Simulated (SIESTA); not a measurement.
# ZnS (F-43m) in SIESTA: notebook, part 3 of 3

SIESTA 5.4.2. The steps go on from the part before.

### Step 6. Single point, PBE, 18.94 Å³/atom

The input, ZnS.fdf:

```
SystemName                      ZnS
SystemLabel                     ZnS
NumberOfSpecies                 2
NumberOfAtoms                   2
%block ChemicalSpeciesLabel
  1  30 Zn
  2  16 S
%endblock ChemicalSpeciesLabel

LatticeConstant                 1.0 Ang
%block LatticeVectors
     0.0000000000     2.6654820099     2.6654820099
     2.6654820099     0.0000000000     2.6654820099
     2.6654820099     2.6654820099     0.0000000000
%endblock LatticeVectors
AtomicCoordinatesFormat         Fractional
%block AtomicCoordinatesAndAtomicSpecies
     0.7500000000     0.7500000000     0.7500000000  1  Zn
     0.0000000000     0.0000000000     0.0000000000  2  S
%endblock AtomicCoordinatesAndAtomicSpecies

%block kgrid.MonkhorstPack
    9   0   0  0.0
    0   9   0  0.0
    0   0   9  0.0
%endblock kgrid.MonkhorstPack
XC.Functional                   GGA
XC.Authors                      PBE
PAO.BasisSize                   TZDP
PAO.EnergyShift                 0.003 Ry
Mesh.Cutoff                     800 Ry
OccupationFunction              FD
ElectronicTemperature           0.05 eV
MaxSCFIterations                120
SCF.MustConverge                false
SCF.Mixer.Method                Pulay
SCF.Mixer.Weight                0.25
SCF.Mixer.History               8
SCF.DM.Tolerance                5.0e-05
SCF.H.Tolerance                 1.0e-03 eV
WriteForces                     true
Charge.Mulliken                 end
%block PAO.PolarizationScheme
  Zn non-perturbative
  S non-perturbative
%endblock PAO.PolarizationScheme
%block PAO.Basis
  Zn 5
  n=3 0 2
    2.271 0.000
  n=4 0 3
    6.330 0.000 0.000
  n=3 1 2
    2.532 0.000
  n=4 1 2
    6.330 0.000
  n=3 2 3
    4.164 0.000 0.000
%endblock PAO.Basis
```

Potentials or basis: PseudoDojo 0.4 standard (PBE files), TZDP (energy shift 0.003 Ry; two zetas on semicore shells).

Launch:

```sh
> siesta < ZnS.fdf > ZnS.out 2>&1
```

Run time: 32 s. Hardware: 1 thread of Intel Xeon 6975P-C (Granite Rapids), shared host; peak memory 0.28 GiB.

Results (log left out):

```yaml
Free_energy: -5989.5673 eV
Pressure: 5.4 GPa
Band_gap_on_the_k_mesh: 2.65 eV, direct
```

Caveat: short orbitals over semicore shells can move pressures by several GPa; the valence orbitals were made in a potential fitted to the semicore shell under them, which widens gaps by tenths of an eV or more; an odd mesh through Γ misses points on the zone boundary, where band edges often lie; the basis of atomic orbitals isn't converged, which shifts pressures, moduli and gaps.

### Step 7. Single point, PBE, 19.33 Å³/atom

Changes to ZnS.fdf since step 6:

```diff
@@ -11,5 +11,5 @@
 %block LatticeVectors
-     0.0000000000     2.6654820099     2.6654820099
-     2.6654820099     0.0000000000     2.6654820099
-     2.6654820099     2.6654820099     0.0000000000
+     0.0000000000     2.6838652254     2.6838652254
+     2.6838652254     0.0000000000     2.6838652254
+     2.6838652254     2.6838652254     0.0000000000
 %endblock LatticeVectors
```

Launch:

```sh
> siesta < ZnS.fdf > ZnS.out 2>&1
```

Run time: 33 s. Hardware: 1 thread of Intel Xeon 6975P-C (Granite Rapids), shared host; peak memory 0.27 GiB.

The run converged. Its results:

```
Free energy            : -5989.5882 eV
Pressure               : 3.2 GPa
Band gap on the k mesh : 2.54 eV, direct
```

Caveat: short orbitals over semicore shells can move pressures by several GPa; the valence orbitals were made in a potential fitted to the semicore shell under them, which widens gaps by tenths of an eV or more; an odd mesh through Γ misses points on the zone boundary, where band edges often lie; the basis of atomic orbitals isn't converged, which shifts pressures, moduli and gaps.

### Step 8. Single point, PBE, 19.73 Å³/atom

Changes to ZnS.fdf since step 7:

```diff
@@ -11,5 +11,5 @@
 %block LatticeVectors
-     0.0000000000     2.6838652254     2.6838652254
-     2.6838652254     0.0000000000     2.6838652254
-     2.6838652254     2.6838652254     0.0000000000
+     0.0000000000     2.7020000000     2.7020000000
+     2.7020000000     0.0000000000     2.7020000000
+     2.7020000000     2.7020000000     0.0000000000
 %endblock LatticeVectors
```

Launch:

```sh
> siesta < ZnS.fdf > ZnS.out 2>&1
```

It took 33 s on 1 thread of Intel Xeon 6975P-C (Granite Rapids), shared host; peak memory 0.27 GiB.

It converged, with:

- Free energy: -5989.6006 eV
- Pressure: 1.8 GPa
- Band gap on the k mesh: 2.43 eV, direct

Caveat: short orbitals over semicore shells can move pressures by several GPa; the valence orbitals were made in a potential fitted to the semicore shell under them, which widens gaps by tenths of an eV or more; an odd mesh through Γ misses points on the zone boundary, where band edges often lie; the basis of atomic orbitals isn't converged, which shifts pressures, moduli and gaps.

### Step 9. Single point, PBE, 20.12 Å³/atom

Changes to ZnS.fdf since step 8:

```diff
@@ -11,5 +11,5 @@
 %block LatticeVectors
-     0.0000000000     2.7020000000     2.7020000000
-     2.7020000000     0.0000000000     2.7020000000
-     2.7020000000     2.7020000000     0.0000000000
+     0.0000000000     2.7198945612     2.7198945612
+     2.7198945612     0.0000000000     2.7198945612
+     2.7198945612     2.7198945612     0.0000000000
 %endblock LatticeVectors
```

Potentials or basis: PseudoDojo 0.4 standard (PBE files), TZDP (energy shift 0.003 Ry; two zetas on semicore shells).

Launch:

```sh
> siesta < ZnS.fdf > ZnS.out 2>&1
```

Wall time 29 s (1 thread of Intel Xeon 6975P-C (Granite Rapids), shared host); peak memory 0.27 GiB.

The run converged. Its results:

```
Free energy            : -5989.6057 eV
Pressure               : 0.2 GPa
Band gap on the k mesh : 2.33 eV, direct
```

Caveat: short orbitals over semicore shells can move pressures by several GPa; the valence orbitals were made in a potential fitted to the semicore shell under them, which widens gaps by tenths of an eV or more; an odd mesh through Γ misses points on the zone boundary, where band edges often lie; the basis of atomic orbitals isn't converged, which shifts pressures, moduli and gaps.

### Step 10. Single point, PBE, 20.52 Å³/atom

Changes to ZnS.fdf since step 9:

```diff
@@ -11,5 +11,5 @@
 %block LatticeVectors
-     0.0000000000     2.7198945612     2.7198945612
-     2.7198945612     0.0000000000     2.7198945612
-     2.7198945612     2.7198945612     0.0000000000
+     0.0000000000     2.7375567091     2.7375567091
+     2.7375567091     0.0000000000     2.7375567091
+     2.7375567091     2.7375567091     0.0000000000
 %endblock LatticeVectors
```

Launch:

```sh
> siesta < ZnS.fdf > ZnS.out 2>&1
```

It took 31 s on 1 thread of Intel Xeon 6975P-C (Granite Rapids), shared host; peak memory 0.27 GiB.

Results (log left out):

```yaml
Free_energy: -5989.6033 eV
Pressure: -1.1 GPa
Band_gap_on_the_k_mesh: 2.23 eV, direct
```

Caveat: short orbitals over semicore shells can move pressures by several GPa; the valence orbitals were made in a potential fitted to the semicore shell under them, which widens gaps by tenths of an eV or more; an odd mesh through Γ misses points on the zone boundary, where band edges often lie; the basis of atomic orbitals isn't converged, which shifts pressures, moduli and gaps.

### Step 11. Single point, PBE, 20.91 Å³/atom

Changes to ZnS.fdf since step 10:

```diff
@@ -11,5 +11,5 @@
 %block LatticeVectors
-     0.0000000000     2.7375567091     2.7375567091
-     2.7375567091     0.0000000000     2.7375567091
-     2.7375567091     2.7375567091     0.0000000000
+     0.0000000000     2.7549938462     2.7549938462
+     2.7549938462     0.0000000000     2.7549938462
+     2.7549938462     2.7549938462     0.0000000000
 %endblock LatticeVectors
```

Launch:

```sh
> siesta < ZnS.fdf > ZnS.out 2>&1
```

It took 35 s on 1 thread of Intel Xeon 6975P-C (Granite Rapids), shared host; peak memory 0.3 GiB.

The run converged. Its results:

```yaml
Free_energy: -5989.5943 eV
Pressure: -2.4 GPa
Band_gap_on_the_k_mesh: 2.13 eV, direct
```

Caveat: short orbitals over semicore shells can move pressures by several GPa; the valence orbitals were made in a potential fitted to the semicore shell under them, which widens gaps by tenths of an eV or more; an odd mesh through Γ misses points on the zone boundary, where band edges often lie; the basis of atomic orbitals isn't converged, which shifts pressures, moduli and gaps.

### Step 12. Equation of state, PBE

Potentials or basis: PseudoDojo 0.4 standard (PBE files), TZDP (energy shift 0.003 Ry; two zetas on semicore shells).

This step only gathers the single runs of the series.

What came out:

```yaml
Equilibrium_volume: 20.18 Å³/atom
Bulk_modulus: 72 GPa
Pressure_derivative_of_the_bulk_modulus: "5.1 (rough: it moves with the points fitted)"
```

Energy against volume, from the lowest point:
```
volume (Å³/atom)  energy (meV/atom)
          18.543              35.26
          18.938              19.21
          19.332               8.76
          19.727               2.55
          20.121               0.00
          20.516               1.22
          20.910               5.71
```

Caveat: short orbitals over semicore shells can move pressures by several GPa; the valence orbitals were made in a potential fitted to the semicore shell under them, which widens gaps by tenths of an eV or more; the basis of atomic orbitals isn't converged, which shifts pressures, moduli and gaps.

### Step 13. The runs side by side

```csv
task,potentials or basis,energy shift,gap on the mesh (eV),pressure (GPa)
band structure,"PseudoDojo 0.4 standard (PBE files), TZP (energy shift 0.003 Ry; two zetas on semicore shells)",0.003 Ry,2.38,2.6
band structure,"PseudoDojo 0.4 standard (PBE files), TZP (energy shift 0.01 Ry)",0.01 Ry,2.33,-0.3
equation of state,"PseudoDojo 0.4 standard (PBE files), TZDP (energy shift 0.003 Ry; two zetas on semicore shells)",0.003 Ry,-,-
```

Alike in all rows: level PBE; no spin polarisation; cell as given; k mesh 9 × 9 × 9; smearing fermi-dirac 0.05 eV; grid cutoff 800 Ry.

Caveats: the valence orbitals were made in a potential fitted to the semicore shell under them, which widens gaps by tenths of an eV or more; the basis of atomic orbitals isn't converged, which shifts pressures, moduli and gaps; short orbitals over semicore shells can move pressures by several GPa (some runs); semicore shells carry a single zeta, which can move pressures by several GPa and volumes by a few percent (some runs).

Total energies depend on the potentials used, so only differences within one code and one set of settings carry meaning.

### Step 14. Against experiment

Step 3. Against the measured gap of ZnS, 3.85 eV (direct; 19 K; quoted in “Electronic, vibrational, and thermodynamic properties of ZnS (zincblende and rocksalt structure)”, 2009, arxiv:0911.5022), the calculated 2.38 eV is off by -1.47 eV. The value is that of PBE in an atomic basis (PseudoDojo 0.4 standard (PBE files), TZP (energy shift 0.003 Ry; two zetas on semicore shells)), whose error adds to the functional's,, without temperature or zero-point motion. Semilocal functionals fall short of measured gaps as a rule.

Step 4. Measured gap of ZnS: 3.85 eV (direct; 19 K; quoted in “Electronic, vibrational, and thermodynamic properties of ZnS (zincblende and rocksalt structure)”, 2009, arxiv:0911.5022). This calculation gives 2.33 eV (-1.52 eV). The value is that of PBE in an atomic basis (PseudoDojo 0.4 standard (PBE files), TZP (energy shift 0.01 Ry)), whose error adds to the functional's,, without temperature or zero-point motion. Semilocal functionals fall short of measured gaps as a rule.

Step 12. A measured bulk modulus of ZnS is 76.9 GPa (quoted in “Electronic, vibrational, and thermodynamic properties of ZnS (zincblende and rocksalt structure)”, 2009, arxiv:0911.5022); the calculated 72 GPa misses it by -6.5 %. The fit is for a static lattice scaled at fixed shape and fixed fractional positions.
